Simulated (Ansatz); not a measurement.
Write the native input for Ansatz 0.2.0 that does the following.

```yaml
Task: projected density of states
Functional: revPBE
Potentials_or_basis: all-electron LAPW, scalar-relativistic
Cutoff: 164 eV (chosen from the basis error)
Basis_error_allowed: 0.0005 eV/atom
k_mesh: 12 × 12 × 12
Occupations: tetrahedron
Spin: collinear spin, program default start, total moment locked
Fixed_moment: 0 μB
```

The system is Al.

```
Al
1.0
    -1.59122    1.59122    1.59122
     1.59122   -1.59122    1.59122
     1.59122    1.59122   -1.59122
Al
1
Direct
  0.00000 0.00000 0.00000
```

This isn't the form of Al at room conditions, which is fcc.

One way to write it, as run:

input.yaml

```yaml
crystal:
  lattice:
    - [-1.59121869, 1.59121869, 1.59121869]
    - [1.59121869, -1.59121869, 1.59121869]
    - [1.59121869, 1.59121869, -1.59121869]
  atoms:
    - { symbol: Al, position_ang: [0.0, 0.0, 0.0] }
kpoints:
  mp_grid: { grid: [12, 12, 12] }
  band_path:
    path:
      - [0.0, 0.0, 0.0]
      - [0.5, -0.5, 0.5]
      - [0.0, 0.0, 0.5]
      - [0.0, 0.0, 0.0]
      - [0.25, 0.25, 0.25]
      - [0.5, -0.5, 0.5]
    npoints: 6
scf:
  occupations: { method: tetrahedron }
hamiltonian:
  xc: revpbe
  pseudopotentials: { kind: all_electron, lapw: { basis_error: 0.0005 } }
magnetization:
  spin_polarized: true
  initial_magnetization: 0.0
  spin_locking: { lock_magnetization: hard }
output:
  forces: true
  stress: true
  eigenvalues: true
  fatbands: true
  dos: { projected: true, de: 0.2, e_range: [-10, 8] }
  populations: true
```

Potentials or basis: all-electron LAPW, scalar-relativistic.

The run is started by

```console
$ ansatz run input.yaml --threads 1 --pin off --max-ram 2560MiB --backend cpu --events-out ev --progress --plain --runs-dir out
```

Results of the run:

The absolute moment is 0.00 μB per cell.

Caveat: the program warned that the printed levels may be off, so bands, gaps and densities of states are rough; the total moment is fixed, so each spin has its own Fermi level; with tetrahedron occupations forces and stress needn't match the slope of the energy.

Run time: 3.7 s on 1 thread of Intel(R) Xeon(R) Platinum 8488C (Sapphire Rapids), with other jobs on the host, peak memory 0.29 GiB.
